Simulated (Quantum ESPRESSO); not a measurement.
Au:

```
CELL_PARAMETERS angstrom
-1.65727 1.65727 1.65727
1.65727 -1.65727 1.65727
1.65727 1.65727 -1.65727
ATOMIC_POSITIONS crystal
Au 0.00000 0.00000 0.00000
```

This isn't the form of Au at room conditions, which is fcc.

Base run:

```yaml
Program: Quantum ESPRESSO 7.5
Functional: PBEsol
Potentials_or_basis: PseudoDojo 0.4 FR PBEsol standard
Cutoff: 1034 eV
Density_cutoff: 4136 eV
k_mesh: 11 × 11 × 11
Occupations: fermi-dirac, width 0.05 eV
Spin: spin-orbit coupling, no magnetisation
```

Its results: band gap on the k mesh none (metal or under the smearing width); pressure -10.3 GPa.

The run is repeated on the same cell with these changes: potentials or basis from PseudoDojo 0.4 FR PBEsol standard to PseudoDojo 0.4.1 SR PBEsol standard; spin from spin-orbit coupling, no magnetisation to no spin polarisation. What comes out?

Band gap on the k mesh none (metal or under the smearing width); pressure -9.2 GPa.

Not every run made on this cell is shown here.
